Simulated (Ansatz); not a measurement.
# InSb under strain — field gradients at the nuclei

The cell is a structure deposited in the COD, relaxed with PBE at fixed cell and then changed (z compressed by 3 %, ions relaxed).

```
CELL_PARAMETERS angstrom
5.35700 0.00000 0.00000
0.00000 5.71200 0.00000
0.00000 0.00000 2.97111
ATOMIC_POSITIONS crystal
In 0.00000 0.00000 0.24287
In 0.50000 0.50000 0.75713
Sb 0.50000 0.00000 0.74671
Sb 0.00000 0.50000 0.25329
```

Atom numbers follow the list; atoms alike are taken as one site, whose name carries the number of the first.

All values are calculated (Ansatz; DFT, PBE, plane waves and PAW, scalar-relativistic, 420 eV cutoff, Γ-centred 9×8×15 k-points, Fermi–Dirac smearing 0.05 eV), not measured.

V_zz is the principal component of the electric field gradient with the largest magnitude, η = (V_xx − V_yy)/V_zz and C_Q = eQV_zz/h.

113In: I = 9/2, Q = 761.0 mb; ¹²³Sb: I = 7/2, Q = -692.0 mb. Quadrupole moments are those of Pyykkö's year-2017 table.

(1) What field gradients does the calculation give at each kind of site?

## Answers

(1) 

```
site  atoms (order as listed)                          first shell  V_zz (10²¹ V/m²)     η  C_Q (MHz)
  In                     1, 2  6 Sb at 2.86–3.07 Å, 2 In at 2.97 Å             -5.67  0.84       -104
  Sb                     3, 4  6 In at 2.86–3.07 Å, 2 Sb at 2.97 Å            -12.81  0.79        214
```

With no gap above 0.1 eV, as in a metal, the gradients converge slowly in k; expect changes of a tenth or more on a denser mesh. Without spin–orbit coupling (the program notes it for In and Sb) the gradients can shift somewhat, as the gap is small. With these PAW files V_zz is typically within 2 to 3 % of all-electron values, but misses above 10 % occur on Sb. At this changed cell the PBE pressure is 17 GPa.

The relaxation (5 steps) took 3 min of wall time (2.9 min of CPU time) and 0.89 GiB at its peak, on 1 thread of Intel Xeon Platinum 8259CL CPU @ 2.50GHz (Skylake/Cascade Lake) (x86_64; 16 cores open to the job, memory cap 3.0 GiB, no GPU), a shared host with a load of 0.5 a core.
